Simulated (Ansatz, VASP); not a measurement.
# Two plane-wave programs on As

The input INCAR:

```
SYSTEM = As
PREC     = Accurate       ! precision mode
ENCUT    = 520            ! plane-wave cutoff, eV
EDIFF    = 1E-6           ! SCF threshold, eV
ISMEAR   = -1             ! smearing method
SIGMA    = 0.1            ! smearing width, eV
LREAL    = .False.        ! projectors in reciprocal space
LASPH    = .True.         ! aspherical terms in the spheres
NELM     = 100            ! most SCF steps
ALGO     = Normal         ! electronic algorithm
ISIF     = 2              ! what is computed and relaxed
LWAVE    = .False.        ! write WAVECAR
LCHARG   = .False.        ! write CHGCAR
GGA      = RP             ! functional
NBANDS   = 8              ! bands
```

The input KPOINTS:

```
Automatic mesh
0
Gamma
  14 14 14
  0 0 0
```

Contents of POSCAR:

```
As
1.0
    0.0000000000      2.2278539371      2.2278539371
    2.2278539371      0.0000000000      2.2278539371
    2.2278539371      2.2278539371      0.0000000000
As
1
Direct
    0.0000000000      0.0000000000      0.0000000000
```

Input for Ansatz:

```yaml
crystal:
  lattice:
    - [0.0, 2.2278539371, 2.2278539371]
    - [2.2278539371, 0.0, 2.2278539371]
    - [2.2278539371, 2.2278539371, 0.0]
  atoms:
    - { symbol: As, position: [0.0, 0.0, 0.0] }
hamiltonian:
  xc: rpbe
  pseudopotentials:
    kind: paw
    azcp:
      As: "pseudopotentials/As.paw.azcp"
basis:
  ecutwfc: 420
  fft_grid_basis: typed
kpoints:
  mp_grid: { grid: [14, 14, 14], shift: [0, 0, 0] }
magnetization:
  spin_polarized: false
scf:
  occupations: { method: fermi_dirac, width: 0.1 }
  lower_state_search: "off"
output:
  stress: true
  write_density: true
  write_potential: true
  elf: true
  volumetric_format: npy
```

Alike in both runs: task single point; functional RPBE; k mesh 14 × 14 × 14; occupations fermi-dirac, width 0.1 eV; no spin polarisation.

```csv
,VASP,Ansatz
version,VASP 6.6.1,Ansatz 0.2.0
potentials or method,"VASP PAW PBE potentials, release 64 (As)","plane waves (420 eV) with PAW, scalar-relativistic"
plane-wave cutoff (eV),520,420
valence electrons in the cell,5,15
```

|  | VASP | Ansatz | Ansatz less VASP |
| --- | --- | --- | --- |
| pressure (GPa) | -6.5 | -6.5 | +0.04 |

The functional is the same, so the differences come from potentials, cutoffs and numerics. The two sets of potentials don't hold the same shells in valence.

Caveats: the PAW data sets were made with another functional, which shifts forces and pressure a little (VASP).
